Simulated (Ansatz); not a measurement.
CsPbCl3:

```
CELL_PARAMETERS angstrom
5.60500 0.00000 0.00000
0.00000 5.60500 0.00000
0.00000 0.00000 5.60500
ATOMIC_POSITIONS crystal
Pb 0.50000 0.50000 0.50000
Cs 0.00000 0.00000 0.00000
Cl 0.50000 0.00000 0.50000
Cl 0.00000 0.50000 0.50000
Cl 0.50000 0.50000 0.00000
```

Program: Ansatz 0.2.0. Alike in all runs: potentials or basis Ansatz PAW; cell as given. Hardware: 2 threads of Intel(R) Xeon(R) Processor @ 2.50GHz (Skylake/Cascade Lake) (shared host).

Problem. Order these runs on this cell by their wall time, lowest first.
A. task single point; level PBE; spin off; k mesh 5 × 5 × 5; cutoff (eV) 420; smearing gaussian 0.014 eV
B. task band structure; level r2SCAN; spin SOC, no magnetisation; k mesh 4 × 4 × 4; cutoff (eV) 500; smearing fermi-dirac 0.05 eV; points for each segment of the path 14
C. task band structure; level r2SCAN; spin off; k mesh 5 × 5 × 5; cutoff (eV) 500; smearing fermi-dirac 0.05 eV; points for each segment of the path 14

Solution. A (5.3 s), C (27 s), B (300 s).
